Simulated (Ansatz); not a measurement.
# Energy ranking of Li3S2 structures

These are results of DFT PBE, scalar-relativistic, plane waves, PAW in Ansatz, not measurements. All cells share a 420 eV cutoff and Γ-centred k meshes spaced at most about 0.3 Å⁻¹ (about 0.25 or finer for metals, 2π included). No spin polarisation.

Energies over the elements count from the elements' standard structures at the same level, with no fitted energy shifts.

These are static total energies at zero pressure. Larger cells and other orderings weren't all tried, so the list isn't exhaustive. No dispersion correction is applied, so the spacing and binding between layers, chains or molecules are poorly described (P4/mmm), and this can change margins and order among such cells. In P-1, P6/mmm at 23.6 Å³/atom, P-3m1, Cmmm, P-6m2 at 15.2 Å³/atom and others an odd number of electrons in the primitive cell allows no gap without spin; a larger cell or a magnetic state could open one. The reference form of S is held partly by dispersion forces, which this level lacks.

Invented guesses were relaxed alike, and ends that match in structure were merged. ΔE counts from the first row. Coordination counts S atoms around Li (those within 1.25 times the shortest such distance or 1.15 times the sum of covalent radii, 1.27 where that leaves under three; a plus sign parts nearer from farther groups; the shortest distance is added where it exceeds 1.18 times the sum of covalent radii; a slash parts the counts of unlike sites). The ends were matched against large subsets of the Crystallography Open Database and the Materials Project, so a missing match doesn't prove that a structure is unreported.

```tsv
#	reached from	type and space group	atoms	Å³/atom	coordination	ΔE (meV/atom)	gap on mesh (eV)	in databases
1	a relaxed cell, shaken at random and relaxed again	P-1 (No. 2)	5	15.7	Li 4	0	0.00	no match
2	anti-La2O3 type (P321), changed on relaxing	P6/mmm (No. 191)	5	23.6	Li 4	19	0.00	no match
3	anti-A-type sesquioxide type (P-3m1)	anti-La2O3 (A sesquioxide), P-3m1 (No. 164)	5	15.9	Li 4+1/6	53	0.00	no match
4	random cell	Cmmm (No. 65)	5	18.5	Li 4	85	0.00	no match
5	Fe3Ge2 type (P-6m2)	P-6m2 (No. 187)	5	15.2	Li 3+2/6	130	0.00	no match
6	Li3Ga2 type (R-3m)	R-3m (No. 166)	5	17.0	Li 3+1/6	150	0.00	no match
7	Br2Cl3 type (R-3m)	R-3m (No. 166)	5	20.2	Li 2	289	0.00	no match
8	random cell	P6/mmm (No. 191)	5	32.7	Li 2	303	0.00	no match
9	random cell	P-6m2 (No. 187)	5	19.8	Li 1	817	0.00	no match
10	random cell	P4/mmm (No. 123)	5	30.3	Li 4/8+16 from 5.3 Å	872	0.00	no match
```

The lowest: Space group P-1 (No. 2), triclinic, a = 3.915 Å, b = 4.289 Å, c = 5.425 Å, α = 97.3°, β = 100.0°, γ = 116.0°. Around Li on a site of symmetry -1 lie 2 S at 2.40 Å, 2 S at 2.57 Å, 2 Li at 2.79 Å and 4 Li at 2.99–3.02 Å; around Li on a site of symmetry 1 lie 4 S at 2.41–2.54 Å, 5 Li at 2.79–3.02 Å and 1 S at 3.05 Å; S is surrounded by 6 Li at 2.40–2.57 Å, 2 S at 2.92–3.07 Å and 1 Li at 3.05 Å. Its energy over the elements is −1.05 eV/atom. A negative formation energy is needed for stability but isn't enough: competing phases decide. An observed structure of this formula, if there is one, may be missing.

```yaml
crystal:
  lattice:
    - [3.91511, 0.00000, 0.00000]
    - [-1.87949, 3.85562, 0.00000]
    - [-0.94640, -1.22409, 5.19939]
  atoms:
    - { symbol: Li, position: [0.00000, 0.00000, 0.00000] }
    - { symbol: Li, position: [0.56914, 0.31348, 0.68681] }
    - { symbol: Li, position: [0.43086, 0.68652, 0.31319] }
    - { symbol: S, position: [0.72645, 0.28553, 0.25158] }
    - { symbol: S, position: [0.27355, 0.71447, 0.74842] }
```

The second: Space group P6/mmm (No. 191), hexagonal, a = 6.811 Å, c = 2.935 Å. Li has 4 S at 2.45 Å; around S lie 6 Li at 2.45 Å and 2 S at 2.94 Å. Counting S atoms around Li, the first and the second both have Li 4. Cells relaxed within their symmetry can be saddle points.

```
Li S
1.0
     6.81092    0.00000    0.00000
    -3.40546    5.89843    0.00000
     0.00000    0.00000    2.93533
Li S
3 2
Direct
  0.50000 0.50000 0.00000
  0.50000 0.00000 0.00000
  0.00000 0.50000 0.00000
  0.33333 0.66667 0.50000
  0.66667 0.33333 0.50000
```

Some types were kept out of the candidates beforehand, so the set may lack a known form.
